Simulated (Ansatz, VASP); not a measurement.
TiTe2 in VASP and in Ansatz

The input INCAR:

```
PREC     = Accurate       # precision mode
ENCUT    = 520            # plane-wave cutoff, eV
EDIFF    = 1E-6           # SCF threshold, eV
ISMEAR   = 0              # smearing method
SIGMA    = 0.15           # smearing width, eV
LREAL    = False          # projectors in reciprocal space
LASPH    = True           # aspherical terms in the spheres
NELM     = 100            # most SCF steps
ALGO     = Fast           # electronic algorithm
ISIF     = 2              # what is computed and relaxed
LWAVE    = False          # write WAVECAR
LCHARG   = False          # write CHGCAR
GGA      = PE             # functional
IVDW     = 12             # dispersion correction
NBANDS   = 19             # bands
```

The input KPOINTS:

```
regular mesh
0
Gamma
  15 15 8
```

POSCAR

```
TiTe2
1.0
    3.7770008876      0.0000000000      0.0000000000
   -1.8885004438      3.2709787188      0.0000000000
    0.0000000000      0.0000000000      6.4980000000
Ti Te
1 2
Direct
    0.0000000000      0.0000000000      0.0000000000
    0.6666666667      0.3333333333      0.2628000000
    0.3333333333      0.6666666667      0.7372000000
```

Input for Ansatz:

```yaml
crystal:
  lattice:
    - [3.7770008876, 0.0, 0.0]
    - [-1.8885004438, 3.2709787188, 0.0]
    - [0.0, 0.0, 6.498]
  atoms:
    - { symbol: Ti, position: [0.0, 0.0, 0.0] }
    - { symbol: Te, position: [0.6666666667, 0.3333333333, 0.2628] }
    - { symbol: Te, position: [0.3333333333, 0.6666666667, 0.7372] }
basis:
  ecutwfc: 420
kpoints:
  mp_grid: { grid: [15, 15, 8] }
hamiltonian:
  xc: pbe
  dispersion: d3bj
scf:
  occupations: { method: gaussian, width: 0.15 }
output:
  forces: true
  stress: true
  eigenvalues: true
```

Alike in both runs: task single point; functional PBE; dispersion D3(BJ); k mesh 15 × 15 × 8; occupations gaussian, width 0.15 eV; no spin polarisation.

|  | VASP | Ansatz |
| --- | --- | --- |
| version | VASP 6.6.1 | Ansatz 0.2.0 |
| potentials or method | VASP PAW PBE potentials, release 64 (Ti_sv, Te) | scalar-relativistic, plane waves, PAW |
| plane-wave cutoff (eV) | 520 | 420 |
| valence electrons in the cell | 24 | 44 |

Ansatz gave:

- gap on the k mesh at the Fermi level (eV): none
- pressure (GPa): -2.0
- largest component of the traceless stress (GPa): 0.63
- rms of the force components (eV/Å): 0.016

Q: Which values does VASP return?

A: gap on the k mesh at the Fermi level (eV): none; pressure (GPa): -2.0; largest component of the traceless stress (GPa): 0.63; rms of the force components (eV/Å): 0.025.

Atom by atom the forces differ by 0.009 eV/Å (rms over components). A gap of «none» marks a metal or a gap that the smearing closes. The functional is the same, so the differences come from potentials, cutoffs and numerics. The two sets of potentials don't hold the same shells in valence.

The runs have no spin-orbit coupling, so splittings on Te are missing.
